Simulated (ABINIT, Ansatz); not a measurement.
# A GW chain in ABINIT: AlN (P6_3mc), part 2 of 3

Aim: the G0W0 gap of AlN (P6_3mc) on PBE, step by step.

ABINIT 10.8.3; PBE and many-body steps on it, plane waves. Known limits of the many-body steps: not at the basis limit.

So far. Step 2 (Ground state): The gap is direct, at Γ.

The database entry behind the starting cell differs from later determinations by our own check (inner coordinate u about 0.002 short), so it need not match the best structure at ambient conditions.

## Step 3: Bands along the symmetry lines

Level of this step: DFT, PBE, plane waves, norm-conserving pseudopotentials (ABINIT).

Levels along a band path, at the cheap level, show where the edges lie and whether the meshes to come will hold them.

run.abi reads:

```
acell 3*1.0 Angstrom
rprim 
  3.113000000011 -0.000000000003 0.000000000000
  -1.556500000003 2.695937081992 0.000000000000
  0.000000000000 0.000000000000 4.981000000000
ntypat 2
znucl 13 7
natom 4
typat 1 1 2 2
xred 
  0.333333333333 0.666666666667 0.000000000000
  0.666666666667 0.333333333333 0.500000000000
  0.333333333333 0.666666666667 0.380000000000
  0.666666666667 0.333333333333 0.880000000000
pp_dirpath "pseudos"
pseudos "Al.upf, N.upf"
ecut 36
iscf -2
irdden 1
kptopt 0
nkpt 75
kpt 
  0.00000000 0.00000000 0.00000000
  0.06250000 0.00000000 0.00000000
  0.12500000 0.00000000 0.00000000
  0.18750000 0.00000000 0.00000000
  0.25000000 0.00000000 0.00000000
  0.31250000 0.00000000 0.00000000
  0.37500000 0.00000000 0.00000000
  0.43750000 0.00000000 0.00000000
  0.50000000 0.00000000 0.00000000
  0.47916667 0.04166667 0.00000000
  0.45833333 0.08333333 0.00000000
  0.43750000 0.12500000 0.00000000
  0.41666666 0.16666666 0.00000000
  0.39583333 0.20833333 0.00000000
  0.37500000 0.25000000 0.00000000
  0.35416666 0.29166666 0.00000000
  0.33333333 0.33333333 0.00000000
  0.29166666 0.29166666 0.00000000
  0.25000000 0.25000000 0.00000000
  0.20833333 0.20833333 0.00000000
  0.16666666 0.16666666 0.00000000
  0.12500000 0.12500000 0.00000000
  0.08333333 0.08333333 0.00000000
  0.04166667 0.04166667 0.00000000
  0.00000000 0.00000000 0.00000000
  0.00000000 0.00000000 0.06250000
  0.00000000 0.00000000 0.12500000
  0.00000000 0.00000000 0.18750000
  0.00000000 0.00000000 0.25000000
  0.00000000 0.00000000 0.31250000
  0.00000000 0.00000000 0.37500000
  0.00000000 0.00000000 0.43750000
  0.00000000 0.00000000 0.50000000
  0.06250000 0.00000000 0.50000000
  0.12500000 0.00000000 0.50000000
  0.18750000 0.00000000 0.50000000
  0.25000000 0.00000000 0.50000000
  0.31250000 0.00000000 0.50000000
  0.37500000 0.00000000 0.50000000
  0.43750000 0.00000000 0.50000000
  0.50000000 0.00000000 0.50000000
  0.47916667 0.04166667 0.50000000
  0.45833333 0.08333333 0.50000000
  0.43750000 0.12500000 0.50000000
  0.41666666 0.16666666 0.50000000
  0.39583333 0.20833333 0.50000000
  0.37500000 0.25000000 0.50000000
  0.35416666 0.29166666 0.50000000
  0.33333333 0.33333333 0.50000000
  0.29166666 0.29166666 0.50000000
  0.25000000 0.25000000 0.50000000
  0.20833333 0.20833333 0.50000000
  0.16666666 0.16666666 0.50000000
  0.12500000 0.12500000 0.50000000
  0.08333333 0.08333333 0.50000000
  0.04166667 0.04166667 0.50000000
  0.00000000 0.00000000 0.50000000
  0.50000000 0.00000000 0.50000000
  0.50000000 0.00000000 0.43750000
  0.50000000 0.00000000 0.37500000
  0.50000000 0.00000000 0.31250000
  0.50000000 0.00000000 0.25000000
  0.50000000 0.00000000 0.18750000
  0.50000000 0.00000000 0.12500000
  0.50000000 0.00000000 0.06250000
  0.50000000 0.00000000 0.00000000
  0.33333333 0.33333333 0.50000000
  0.33333333 0.33333333 0.43750000
  0.33333333 0.33333333 0.37500000
  0.33333333 0.33333333 0.31250000
  0.33333333 0.33333333 0.25000000
  0.33333333 0.33333333 0.18750000
  0.33333333 0.33333333 0.12500000
  0.33333333 0.33333333 0.06250000
  0.33333333 0.33333333 0.00000000
istwfk *1
nband 15
nbdbuf 2
tolwfr 1e-08
nstep 40
prtwf 0
prtvol 0
indata_prefix "in"
outdata_prefix "out"
tmpdata_prefix "tmp"
```

Started as:

```
OMP_NUM_THREADS=1 mpirun -n 4 abinit run.abi > log
```

Numbers of over 12 decimals in the logs are rounded to 6 here.

Log:

```text
.Version 10.8.3 of ABINIT. v10.8.2 released Aug 2026.

 Symmetries : space group P6_3 m c (#186); Bravais hP (primitive hexag.)
[... echo of the input left out ...]
== DATASET  1 ==================================================================
-   mpi_nproc: 4, omp_nthreads: 1 (-1 if OMP is not activated)

--- !DatasetInfo
iteration_state: {dtset: 1, }
dimensions: {natom: 4, nkpt: 75, mband: 15, nsppol: 1, nspinor: 1, nspden: 1, mpw: 2937, }
cutoff_energies: {ecut:  36.0, pawecutdg:  -1.0, }
electrons: {nelect:   1.60000000E+01, charge:   0.00000000E+00, occopt:   1.00000000E+00, tsmear:   1.00000000E-02, }

 Real(R)+Recip(G) space primitive vectors, cartesian coordinates (Bohr,Bohr^-1):
 R(1)=  5.8827174  0.0000000  0.0000000  G(1)=  0.1699895  0.0981435  0.0000000
 R(2)= -2.9413587  5.0945827  0.0000000  G(2)=  0.0000000  0.1962869  0.0000000
 R(3)=  0.0000000  0.0000000  9.4127258  G(3)=  0.0000000  0.0000000  0.1062392
 Unit cell volume ucvol=  2.8209931E+02 bohr^3
 Angles (23,13,12)=  9.00000000E+01  9.00000000E+01  1.20000000E+02 degrees

 getcut: wavevector=  0.0000  0.0000  0.0000  ngfft=  32  32  54
         ecut(hartree)=     36.000   => boxcut(ratio)=   2.01398

--- Pseudopotential description ------------------------------------------------
- Al Generated using ONCVPSP code by D. R. Hamann
- 13.00000   3.00000  171031                  znucl, zion, pspdat
12 -101130 2 -1 1876                          pspcod,pspxc,lmax,lloc,mmax
     nproj     2     2     2
  pspatm : epsatm=    4.08140545
         --- l  ekb(1:nproj) -->
             0    5.126667    0.728291
             1    7.287548    0.832437
             2   -2.770497   -0.637722
 pspatm: atomic psp has been read  and splines computed

- N Generated using ONCVPSP code by D. R. Hamann
-  7.00000   5.00000  171031                  znucl, zion, pspdat
12 -101130 1 -1 1058                          pspcod,pspxc,lmax,lloc,mmax
     nproj     2     2     0
  pspatm : epsatm=    5.20977870
         --- l  ekb(1:nproj) -->
[...]
pspatm: atomic psp has been read  and splines computed

--------------------------------------------------------------------------------

================================================================================
 prteigrs : about to open file out_EIG
 Non-SCF case, kpt    1 (  0.00000  0.00000  0.00000), residuals and eigenvalues=
  1.35E-09  4.38E-09  3.93E-09  2.05E-09  5.49E-09  1.86E-09  4.78E-09  7.86E-09
  2.98E-09  4.96E-09  7.19E-09  9.62E-09  7.48E-09  1.71E-07  1.65E-08
 -3.6127E-01 -2.8223E-01 -2.4254E-02  1.6476E-01  1.6476E-01  1.8869E-01
  1.8869E-01  1.9530E-01  3.5040E-01  4.4063E-01  5.8456E-01  6.0656E-01
[...]
Non-SCF case, kpt    2 (  0.06250  0.00000  0.00000), residuals and eigenvalues=
  8.26E-09  8.40E-09  3.03E-09  4.39E-09  2.18E-09  4.03E-09  2.76E-09  8.04E-09
[...]
Non-SCF case, kpt   74 (  0.33333  0.33333  0.06250), residuals and eigenvalues=
[...]
Non-SCF case, kpt   75 (  0.33333  0.33333  0.00000), residuals and eigenvalues=
[...]
-2.6958E-01 -2.6958E-01  1.9329E-02  5.7384E-02  5.7384E-02  1.0651E-01
  1.0816E-01  1.0816E-01  3.8180E-01  5.0314E-01  5.5167E-01  5.5167E-01
[...]
--- !ResultsGS
iteration_state: {dtset: 1, }
comment   : Summary of ground state results
lattice_vectors:
- [  5.8827174,  -0.0000000,   0.0000000, ]
- [ -2.9413587,   5.0945827,   0.0000000, ]
- [  0.0000000,   0.0000000,   9.4127258, ]
lattice_lengths: [   5.88272,    5.88272,    9.41273, ]
lattice_angles: [ 90.000,  90.000, 120.000, ] # degrees, (23, 13, 12)
lattice_volume:   2.8209931E+02
convergence: {deltae:  0.000E+00, res2:  0.000E+00, residm:  9.988E-09, diffor:  0.000E+00, }
etotal    :  -2.55880884E+01
entropy   :   0.00000000E+00
fermie    :   1.95302428E-01
cartesian_stress_tensor: null
pressure_GPa: null
xred      :
- [  3.3333E-01,   6.6667E-01,   1.1102E-16, Al]
- [  6.6667E-01,   3.3333E-01,   5.0000E-01, Al]
- [  3.3333E-01,   6.6667E-01,   3.8000E-01,  N]
- [  6.6667E-01,   3.3333E-01,   8.8000E-01,  N]
cartesian_forces: null
force_length_stats: {min: null, max: null, mean: null, }

 Integrated electronic density in atomic spheres:
 ------------------------------------------------
 Atom  Sphere_radius  Integrated_density
[...]
================================================================================

 ----iterations are completed or convergence reached----

 Mean square residual over all n,k,spin=   48.190E-10; max=  99.876E-10
 reduced coordinates (array xred) for    4 atoms
[...]
0.333333333333      0.666666666667      0.380000000000
       0.666666666667      0.333333333333      0.880000000000

 cartesian coordinates (angstrom) at end:
    1      1.67e-12     1.797291     0.000000
    2      1.556500     0.898646     2.490500
    3      1.67e-12     1.797291     1.892780
    4      1.556500     0.898646     4.383280
 length scales=  1.889726125908  1.889726125908  1.889726125908 bohr
              =  1.000000000000  1.000000000000  1.000000000000 angstroms
 prteigrs : about to open file out_EIG
 Eigenvalues (hartree) for nkpt=  75  k points:
 kpt#   1, nband= 15, wtk=  1.00000, kpt=  0.0000  0.0000  0.0000 (reduced coord)
[...]
kpt#   2, nband= 15, wtk=  1.00000, kpt=  0.0625  0.0000  0.0000 (reduced coord)
[...]
kpt#   3, nband= 15, wtk=  1.00000, kpt=  0.1250  0.0000  0.0000 (reduced coord)
[...]
kpt#  74, nband= 15, wtk=  1.00000, kpt=  0.3333  0.3333  0.0625 (reduced coord)
  -0.26951   -0.26951    0.01992    0.05462    0.05462    0.10520    0.11158    0.11158
   0.38397    0.50288    0.54836    0.54836    0.62090    0.62090    0.67785
 kpt#  75, nband= 15, wtk=  1.00000, kpt=  0.3333  0.3333  0.0000 (reduced coord)
  -0.26958   -0.26958    0.01933    0.05738    0.05738    0.10651    0.10816    0.10816
   0.38180    0.50314    0.55167    0.55167    0.61993    0.61993    0.67792

== END DATASET(S) ==============================================================
================================================================================

 -outvars: echo values of variables after computation  --------
            nband          15
             nkpt          75
          spgroup         186
 [... the other variables as echoed above ...]

 Calculation completed.
```

The job ended after 12 s (4 MPI ranks of Arm Neoverse V1, shared host; peak memory 0.29 GiB; 47 s of CPU time).

Numbers from this step:

| Item | Value |
| --- | --- |
| gap | 4.220 eV |
| k of the valence top | 0, 0, 0 |
| k of the conduction bottom | 0, 0, 0 |
| least direct gap | 4.220 eV |

The gap is 4.220 eV, as in the run before at this level.

The electronic bands at the labelled points (eV, zero at the top of the highest filled band; v1 is the highest filled band, c1 the lowest empty one):

| point | v4 | v3 | v2 | v1 | c1 | c2 | c3 | c4 |
| --- | --- | --- | --- | --- | --- | --- | --- | --- |
| Γ | -0.83 | -0.18 | -0.18 | 0.00 | 4.22 | 6.68 | 10.59 | 11.19 |
| halfway | -2.43 | -1.54 | -0.44 | -0.38 | 6.21 | 7.63 | 8.10 | 10.04 |
| M | -3.33 | -2.06 | -1.77 | -0.66 | 5.83 | 5.84 | 8.21 | 10.30 |
| halfway | -3.07 | -2.97 | -1.86 | -1.49 | 5.54 | 7.17 | 8.88 | 10.08 |
| K | -3.75 | -2.42 | -2.37 | -2.37 | 5.07 | 8.38 | 9.70 | 9.70 |
| halfway | -3.35 | -1.67 | -0.86 | -0.59 | 6.85 | 7.48 | 8.57 | 9.14 |
| Γ | -0.83 | -0.18 | -0.18 | 0.00 | 4.22 | 6.68 | 10.59 | 11.19 |
| halfway | -0.74 | -0.74 | -0.28 | -0.28 | 5.17 | 6.79 | 10.27 | 11.16 |
| A | -0.51 | -0.51 | -0.51 | -0.51 | 6.47 | 6.47 | 10.35 | 10.35 |
| halfway | -1.58 | -1.58 | -1.01 | -1.01 | 6.55 | 6.55 | 9.52 | 9.52 |
| L | -1.44 | -1.44 | -1.35 | -1.35 | 5.34 | 5.34 | 9.32 | 9.32 |
| halfway | -2.72 | -2.72 | -0.92 | -0.92 | 6.19 | 6.19 | 9.25 | 9.25 |
| H | -3.83 | -3.83 | -0.78 | -0.78 | 7.44 | 7.44 | 7.88 | 7.88 |
| halfway | -1.80 | -1.80 | -1.20 | -1.20 | 6.74 | 6.74 | 9.49 | 9.49 |
| A | -0.51 | -0.51 | -0.51 | -0.51 | 6.47 | 6.47 | 10.35 | 10.35 |
| jump to L | -1.44 | -1.44 | -1.35 | -1.35 | 5.34 | 5.34 | 9.32 | 9.32 |
| halfway | -2.55 | -1.89 | -1.19 | -0.91 | 5.09 | 5.93 | 9.37 | 9.47 |
| M | -3.33 | -2.06 | -1.77 | -0.66 | 5.83 | 5.84 | 8.21 | 10.30 |
| jump to H | -3.83 | -3.83 | -0.78 | -0.78 | 7.44 | 7.44 | 7.88 | 7.88 |
| halfway | -4.41 | -2.91 | -1.46 | -1.46 | 5.91 | 8.23 | 8.70 | 8.70 |
| K | -3.75 | -2.42 | -2.37 | -2.37 | 5.07 | 8.38 | 9.70 | 9.70 |

## Step 4: Empty states on the mesh, 6×6×4 mesh, 559 bands

The sums over transitions need many empty states on a uniform mesh; this step solves for them.

run.abi reads:

```
acell 3*1.0 Angstrom
rprim 
  3.113000000011 -0.000000000003 0.000000000000
  -1.556500000003 2.695937081992 0.000000000000
  0.000000000000 0.000000000000 4.981000000000
ntypat 2
znucl 13 7
natom 4
typat 1 1 2 2
xred 
  0.333333333333 0.666666666667 0.000000000000
  0.666666666667 0.333333333333 0.500000000000
  0.333333333333 0.666666666667 0.380000000000
  0.666666666667 0.333333333333 0.880000000000
pp_dirpath "pseudos"
pseudos "Al.upf, N.upf"
ecut 36
ngkpt 6 6 4
nshiftk 1
shiftk 0 0 0
kptopt 1
chksymbreak 0
irdden 1
istwfk *1
nband 559
prtvol 0
optdriver 6
gwr_task "HDIAGO"
paral_kgb 0
occopt 1
indata_prefix "in"
outdata_prefix "out"
tmpdata_prefix "tmp"
```

Log:

```text
[banner, memory and clock lines left out]
.Version 10.8.3 of ABINIT. v10.8.2 released Aug 2026.

 Symmetries : space group P6_3 m c (#186); Bravais hP (primitive hexag.)
[... echo of the input left out ...]
== DATASET  1 ==================================================================
-   mpi_nproc: 4, omp_nthreads: 1 (-1 if OMP is not activated)

--- !DatasetInfo
iteration_state: {dtset: 1, }
dimensions: {natom: 4, nkpt: 21, mband: 559, nsppol: 1, nspinor: 1, nspden: 1, mpw: 2934, }
cutoff_energies: {ecut:  36.0, pawecutdg:  -1.0, }
electrons: {nelect:   1.60000000E+01, charge:   0.00000000E+00, occopt:   1.00000000E+00, tsmear:   1.00000000E-02, }

.Using double precision arithmetic; gwpc =  8

- Reading GS density from: in_DEN

--- Pseudopotential description ------------------------------------------------
- Al Generated using ONCVPSP code by D. R. Hamann
- 13.00000   3.00000  171031                  znucl, zion, pspdat
12 -101130 2 -1 1876                          pspcod,pspxc,lmax,lloc,mmax
     nproj     2     2     2
  pspatm : epsatm=    4.08140545
         --- l  ekb(1:nproj) -->
             0    5.126667    0.728291
             1    7.287548    0.832437
             2   -2.770497   -0.637722
 pspatm: atomic psp has been read  and splines computed

- N Generated using ONCVPSP code by D. R. Hamann
-  7.00000   5.00000  171031                  znucl, zion, pspdat
12 -101130 1 -1 1058                          pspcod,pspxc,lmax,lloc,mmax
     nproj     2     2     0
  pspatm : epsatm=    5.20977870
         --- l  ekb(1:nproj) -->
             0    7.494509    0.636305
             1   -4.293905   -1.006988
 pspatm: atomic psp has been read  and splines computed

   2.97317893E+02                                ecore*ucvol(ha*bohr**3)

 Total charge density [el/Bohr^3]
)     Maximum=    5.3940E-01  at reduced coord.    0.7813    0.4063    0.8889
)     Minimum=    1.6705E-03  at reduced coord.    0.3125    0.6563    0.0000
   Integrated=    1.6000E+01

 === KS gaps after direct diagonalization ===
 Direct band gap semiconductor
 Fundamental gap:     4.220 (eV)
   VBM:     5.314 (eV) at k: [ 0.0000E+00,  0.0000E+00,  0.0000E+00]
   CBM:     9.535 (eV) at k: [ 0.0000E+00,  0.0000E+00,  0.0000E+00]
 Direct gap:         4.220 (eV) at k: [ 0.0000E+00,  0.0000E+00,  0.0000E+00]

== END DATASET(S) ==============================================================

 -outvars: echo values of variables after computation  --------
           etotal      0.0000000000E+00
            nband         559
             nkpt          21
          spgroup         186
 [... the other variables as echoed above ...]

 Calculation completed.
```

Wall time 1.9 min (4 MPI ranks); peak memory 2.2 GiB; 7.6 min of CPU time.

This step gave:

```yaml
gap: 4.220 eV
k_of_the_valence_top: 0, 0, 0
k_of_the_conduction_bottom: 0, 0, 0
least_direct_gap: 4.220 eV
k_points_computed: 21
lowest_point_of_the_top_converged_band_above_the_valence_top: 301.7899 eV
```

On this mesh the gap is 4.220 eV.

## Step 5: Screening, 6×6×4 mesh, 229 bands, screening to 247.6 eV

The RPA dielectric matrix is built and inverted for each q.

This step: RPA screening on PBE, plane waves, norm-conserving pseudopotentials.

run.abi: that of step 4 with these lines changed.

```diff
@@ -22,10 +22,11 @@
 chksymbreak 0
-irdden 1
 istwfk *1
-nband 559
-prtvol 0
-optdriver 6
-gwr_task "HDIAGO"
-paral_kgb 0
 occopt 1
+irdwfk 1
+optdriver 3
+nband 229
+ecuteps 9.1
+inclvkb 2
+awtr 1
+symchi 1
 indata_prefix "in"
```

Log:

```text
.Version 10.8.3 of ABINIT. v10.8.2 released Aug 2026.

 Symmetries : space group P6_3 m c (#186); Bravais hP (primitive hexag.)
[... echo of the input left out ...]
== DATASET  1 ==================================================================
-   mpi_nproc: 4, omp_nthreads: 1 (-1 if OMP is not activated)

--- !DatasetInfo
iteration_state: {dtset: 1, }
dimensions: {natom: 4, nkpt: 21, mband: 229, nsppol: 1, nspinor: 1, nspden: 1, mpw: 2934, }
cutoff_energies: {ecut:  36.0, pawecutdg:  -1.0, }
electrons: {nelect:   1.60000000E+01, charge:   0.00000000E+00, occopt:   1.00000000E+00, tsmear:   1.00000000E-02, }

 SCREENING: Calculation of the susceptibility and dielectric matrices

 Based on a program developped by R.W. Godby, V. Olevano, G. Onida, and L. Reining.
 Incorporated in ABINIT by V. Olevano, G.-M. Rignanese, and M. Torrent.
.Using double precision arithmetic ; gwpc =  8

[... cell and pseudopotentials left out ...]
--------------------------------------------------------------------------------

 ==== K-mesh for the wavefunctions ====
 Number of points in the irreducible wedge :    21
[... list of points left out ...]
 Together with 12 symmetry operations and time-reversal symmetry
 yields   144 points in the full Brillouin Zone.

 ==== Q-mesh for the screening function ====
 Number of points in the irreducible wedge :    21
[... list of points left out ...]
 Together with 12 symmetry operations and time-reversal symmetry
 yields   144 points in the full Brillouin Zone.

 setmesh: FFT mesh size selected  =    24x   24x   40
          total number of points  =        23040

 vcoul_init : cutoff-mode = AUXILIARY_FUNCTION
 q-points for optical limit:   1
     1)      0.000010    0.000020    0.000030

- screening: taking advantage of time-reversal symmetry
- Maximum band index for partially occupied states nbvw = 8
- Remaining bands to be divided among processors   nbcw = 221
- Number of bands treated by each node ~55

 Number of electrons calculated from density =   16.0000; Expected =   16.0000
 average of density, n =  0.056718
 r_s =    1.6146
 omega_plasma =   22.9728 [eV]

 calculating chi0 at frequencies [eV] :
  1    0.000000E+00    0.000000E+00
  2    0.000000E+00    2.297283E+01

--------------------------------------------------------------------------------
  q-point number  1        q = ( 0.000000, 0.000000, 0.000000) [r.l.u.]
--------------------------------------------------------------------------------
[... chi0 elements left out ...]
 For q-point:  0.000010 0.000020 0.000030
  dielectric constant =   4.2131
  dielectric constant without local fields =   4.6428

  Average fulfillment of the sum rule on Im[epsilon] for q-point    1 :     92.50  [%]
[... wings left out ...]
  q-point number  2        q = ( 0.166667, 0.000000, 0.000000) [r.l.u.]
--------------------------------------------------------------------------------
[... chi0 elements left out ...]
  Average fulfillment of the sum rule on Im[epsilon] for q-point    2 :     96.06  [%]

 [... 19 further q-points ...]
```

Run time: 7.4 min. Hardware: 4 MPI ranks; peak memory 2.5 GiB; 29 min of CPU time.

This step gave:

* ε∞ with local fields, on this mesh, along the program's q direction: 4.213
* the same without local fields: 4.643
* plasma frequency: 22.97 eV
* plane waves in the screening matrix: 373

Local fields lower ε∞ by 9 %.

(Continued in part 3 of 3.)

[Paths, hosts, dates, memory and timing lines, banners, echoed tables and standing remarks are left out of the program output.]

[Logs are printed without paths, hosts, clocks, repeated set-up lines and the standing remarks that a program may print on its own settings, such as how far it seeks lower states.]

[Runs of the session that timed out or met a known fault of the program may be left out.]

[Hosts, paths, dates, database ids (printed as entryN), source tags and the programs' standing remarks are cut or masked in the printed files.]

[G0W0 gaps are taken among the corrected bands and points alone; a level outside them can change the order at an edge.]

[Where Ansatz stands beside ABINIT at settings called matched, ABINIT's density can come from a denser mesh and the files from another edition; pairs whose starting gaps differed by over 0.03 eV were left out, so agreement reads better than it is.]
